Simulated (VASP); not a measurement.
# Au (Im-3m) in VASP: notebook, part 2 of 2

VASP 6.6.1. Earlier steps stand in the parts before.

## Step 6: Single point, PBE

INCAR reads:

```
  ADDGRID = F
  ALGO = Normal
  EDIFF = 1E-6
  ENCUT = 520
  GGA = PE
  ISIF = 2
  ISMEAR = 1
  LASPH = T
  LCHARG = F
  LREAL = Auto
  LWAVE = F
  NBANDS = 12
  NELM = 100
  PREC = Accurate
  SIGMA = 0.15
```

KPOINTS reads:

```
k-points
0
Gamma
  10 10 10
```

POSCAR reads:

```
Au
1.0
   -1.6572690000      1.6572690000      1.6572690000
    1.6572690000     -1.6572690000      1.6572690000
    1.6572690000      1.6572690000     -1.6572690000
Au
1
Direct
    0.0000000000      0.0000000000      0.0000000000
```

Potentials or basis: VASP PAW PBE potentials, release 64 (Au).

The run is started by

```
$ cat potpaw_PBE.64/Au/POTCAR > POTCAR
$ mpirun -np 1 vasp_std > vasp.out
```

OUTCAR:

```text
EDIFF = 1E-6
   ENCUT = 520
   GGA = PE
   ISIF = 2
   ISMEAR = 1
   LASPH = T
   LREAL = Auto
   NELM = 100
   PREC = Accurate

 Found     47 irreducible k-points:

 Following reciprocal coordinates:
            Coordinates               Weight
  0.000000  0.000000  0.000000      1.000000
  0.100000  0.000000  0.000000     12.000000
  0.200000  0.000000  0.000000     12.000000
  0.300000  0.000000  0.000000     12.000000
  0.400000  0.000000  0.000000     12.000000
  0.500000  0.000000  0.000000      6.000000
   k-points           NKPTS =     47   k-points in BZ     NKDIM =     47   number of bands    NBANDS=     12
   number of dos      NEDOS =    301   number of ions     NIONS =      1
   total plane-waves  NPLWV =  13824
   dimension x,y,z NGX =    24 NGY =   24 NGZ =   24
   dimension x,y,z NGXF=    48 NGYF=   48 NGZF=   48
   ions per type =               1
   NGX,Y,Z   is equivalent  to a cutoff of  13.90, 13.90, 13.90 a.u.
   NGXF,Y,Z  is equivalent  to a cutoff of  27.80, 27.80, 27.80 a.u.
 SYSTEM =  unknown system
   PREC   = accura    normal or accurate (medium, high low for compatibility)
   ISTART =      0    job   : 0-new  1-cont  2-samecut
   ICHARG =      2    charge: 1-file 2-atom 10-const
   ISPIN  =      1    spin polarized calculation?
   LNONCOLLINEAR =      F non collinear calculations
   LSORBIT =      F    spin-orbit coupling
   LASPH  =      T    aspherical Exc in radial PAW
   ENCUT  =  520.0 eV  38.22 Ry    6.18 a.u.   5.34  5.34  5.34*2*pi/ulx,y,z
   NELM   =    100;   NELMIN=  2; NELMDL= -5     # of ELM steps
   EDIFF  = 0.1E-05   stopping-criterion for ELM
   LREAL  =      T    real-space projection
   EDIFFG = 0.1E-04   stopping-criterion for IOM
   NSW    =      0    number of steps for IOM
   IBRION =     -1    ionic relax: 0-MD 1-quasi-New 2-CG
   NFREE  =      0    steps in history (QN), initial steepest desc. (CG)
   ISIF   =      2    stress and relaxation
   ISYM   =      2    0-nonsym 1-usesym 2-fastsym
   POTIM  = 0.5000    time-step for ionic-motion
   TEBEG  =    0.0;   TEEND  =   0.0 temperature during run
   PSTRESS=    0.0 pullay stress
   NELECT =      11.0000    total number of electrons
   NUPDOWN=      -1.0000    fix difference up-down
   EMIN   =  10.00;   EMAX   =-10.00  energy-range for DOS
   EFERMI =   0.00;   METHOD = LEGACY
   ISMEAR =     1;   SIGMA  =   0.15  broadening in eV -4-tet -1-fermi 0-gaus
   EFERMI_NEDOS =   21; number of points for ismear=-14 and -15
   IALGO  =     38    algorithm
   IMIX   =      4    mixing-type and parameters
     AMIX     =   0.40;   BMIX     =  1.00
     AMIX_MAG =   1.60;   BMIX_MAG =  1.00
  volume/ion in A,a.u.               =      18.21       122.87
  Fermi-wavevector in a.u.,A,eV,Ry     =   1.383968  2.615320 26.060157  1.915367
  Thomas-Fermi vector in A             =   2.508516
   LORBIT       =      0    0 simple, 1 ext, 2 COOP (PROOUT), +10 PAW based schemes
   GGA     = PE    functional components
   LHFCALC =     F    Hartree Fock is set to
   AEXX    =    0.0000 exact exchange contribution
   IVDW    =     0    specifies the selected vdW correction
   LEPSILON=     F    determine dielectric tensor
   LRPA    =     F    only Hartree local field effects (RPA)
 non-spin polarized calculation
 Methfessel and Paxton  Order N= 1 SIGMA  =   0.15
  energy-cutoff  :      520.00
  volume of cell :       18.21
 maximum number of plane-waves:       502
 NGX is ok and might be reduce to    24
   NGX = 11   NGY = 11   NGZ = 11

 number of electron      10.9999998 magnetization

 Free energy of the ion-electron system (eV)
  ---------------------------------------------------
  ext. energy  EPLUGINS =         0.00000000
  ---------------------------------------------------
  free energy    TOTEN  =        -3.18148919 eV

  energy without entropy =       -3.17913241  energy(sigma->0) =       -3.18070360

 E-fermi :   8.5454     XC(G=0): -12.3283

 val. band max:        8.3527878518   @ k =  -0.4000   0.4000   0.2000
 cond. band min:       8.5475483112   @ k =   0.4000   0.1000  -0.0000
 fundamental gap:      0.1947604594
 Fermi energy:         8.5454395283

 k-point     1 :       0.0000    0.0000    0.0000
  band No.  band energies     occupation
      1      -0.7568      2.00000
      2       3.8750      2.00000
      3       3.8750      2.00000
      4       3.8750      2.00000
      5       5.6137      2.00000
      6       5.6137      2.00000
      7      24.9121      0.00000
      8      24.9121      0.00000
      9      24.9121      0.00000
     10      31.5649      0.00000
     11      31.5649      0.00000
     12      31.5649      0.00000

 k-point     2 :       0.1000    0.0000    0.0000
  band No.  band energies     occupation
      1      -0.4127      2.00000
      2       3.7728      2.00000
      3       3.8846      2.00000
      4       4.1091      2.00000
      5       5.5000      2.00000
      6       5.6212      2.00000
      7      24.6586      0.00000
      8      24.9190      0.00000
      9      25.3302      0.00000
     10      29.0011      0.00000
     11      29.3989      0.00000
     12      30.3444      0.00000

 k-point     3 :       0.2000    0.0000    0.0000
  band No.  band energies     occupation
      1       0.5147      2.00000
      2       3.5156      2.00000
      3       3.9261      2.00000
      4       4.7678      2.00000
      5       5.3390      2.00000
      6       5.6496      2.00000
      7      22.1158      0.00000
      8      24.0408      0.00000
      9      26.4642      0.00000
     10      27.6743      0.00000
     11      27.7506      0.00000
     12      28.9592      0.00000

 k-point     4 :       0.3000    0.0000    0.0000
  band No.  band energies     occupation
      1       1.4835      2.00000
      2       3.2159      2.00000
      3       4.4353      2.00000
      4       5.3751      2.00000
      5       5.6999      2.00000
      6       5.7020      2.00000
      7      17.9770      0.00000
      8      22.4108      0.00000
      9      24.8505      0.00000
     10      27.9585      0.00000
     11      28.2586      0.00000
     12      30.7462      0.00000

 k-point     5 :       0.4000    0.0000    0.0000
  band No.  band energies     occupation
      1       1.7499      2.00000
      2       2.9863      2.00000
      3       5.3861      2.00000
      4       5.7595      2.00000
      5       6.3500      2.00000
      6       6.5933      2.00000
      7      14.0069      0.00000
      8      21.1909      0.00000
      9      22.6976      0.00000
     10      28.9357      0.00000
     11      29.2499      0.00000
     12      31.6943      0.00000

 k-point     6 :       0.5000    0.0000    0.0000
  band No.  band energies     occupation
      1       1.7373      2.00000
      2       2.9013      2.00000
      3       5.4777      2.00000
      4       5.7852      2.00000
      5       6.9820      2.00000
      6       8.0665      2.00006
      7      11.6025      0.00000
      8      20.7554      0.00000
      9      21.8727      0.00000
     10      29.3065      0.00000
     11      29.7606      0.00000
     12      31.0542      0.00000

 [... further k-points ...]
[... 5 lines left out ...]
  --------------------------------------------------------------------------------------
  -------------------------------------------------------------------------------------
  Total       -0.2185895     -0.2185895     -0.2185895     -0.0000000      0.0000000     -0.0000000
  in kB      -19.2353810    -19.2353810    -19.2353810     -0.0000000      0.0000000     -0.0000000
  external PRESSURE =     -19.2353810 kB  Pullay stress =       0.0000000 kB

 VOLUME and BASIS-vectors are now :
 -----------------------------------------------------------------------------
  energy-cutoff  :      520.00
  volume of cell :       18.21
      direct lattice vectors                 reciprocal lattice vectors
    -1.657269000  1.657269000  1.657269000     0.000000000  0.301701172  0.301701172
     1.657269000 -1.657269000  1.657269000     0.301701172  0.000000000  0.301701172
     1.657269000  1.657269000 -1.657269000     0.301701172  0.301701172  0.000000000

 POSITION                                       TOTAL-FORCE (eV/Angst)
 -----------------------------------------------------------------------------------
      0.00000      0.00000      0.00000        -0.000000      0.000000     -0.000000
 -----------------------------------------------------------------------------------
    total drift:                               -0.000000      0.000000     -0.000000

  FREE ENERGIE OF THE ION-ELECTRON SYSTEM (eV)
  ---------------------------------------------------
  free  energy   TOTEN  =        -3.1814891926 eV

  energy  without entropy=       -3.1791324128  energy(sigma->0) =       -3.18070360
```

OSZICAR:

```text
N       E                     dE             d eps       ncg     rms          rms(c)
DAV:   1     0.495507395560E+02    0.49551E+02   -0.54289E+03  1200   0.806E+02
DAV:   2    -0.275840575095E+01   -0.52309E+02   -0.48868E+02  1360   0.184E+02
DAV:   3    -0.346240208893E+01   -0.70400E+00   -0.70295E+00  1348   0.207E+01
DAV:   4    -0.346475417288E+01   -0.23521E-02   -0.23520E-02  1260   0.140E+00
DAV:   5    -0.346477274023E+01   -0.18567E-04   -0.18568E-04  1368   0.119E-01    0.741E+00
DAV:   6    -0.319884694733E+01    0.26593E+00   -0.77509E-01  1200   0.693E+00    0.491E+00
DAV:   7    -0.318344755497E+01    0.15399E-01   -0.52366E-02  1316   0.182E+00    0.262E+00
DAV:   8    -0.318150980470E+01    0.19378E-02   -0.13542E-03  1200   0.311E-01    0.272E-01
DAV:   9    -0.318148292773E+01    0.26877E-04   -0.26399E-05  1244   0.428E-02    0.252E-02
DAV:  10    -0.318148929005E+01   -0.63623E-05   -0.35405E-06  1280   0.178E-02    0.550E-03
DAV:  11    -0.318148919264E+01    0.97411E-07   -0.68467E-08   636   0.207E-03
   1 F= -.31814892E+01 E0= -.31807036E+01  d E =-.235678E-02
```

It took 8.7 s on 1 thread of Intel Xeon 6975P-C (Granite Rapids), shared host; peak memory 0.14 GiB.

The run converged, but some of its settings lie outside the range that counts as converged, so its numbers aren't taken as properties of the crystal.

What came out:

- Free energy: -3.1815 eV
- Pressure: -1.9 GPa
- Band gap on the k mesh: none (metal or under the smearing width)

## Step 7: For comparison

An earlier run on the cell as given: functional PBE; potentials or basis VASP PAW PBE potentials, release 64 (Au); cutoff 520 eV; k mesh 11 × 11 × 11; occupations fermi-dirac, width 0.05 eV; no spin polarisation.

- Pressure: -1.1 GPa
- Band gap on the k mesh: none (metal or under the smearing width)
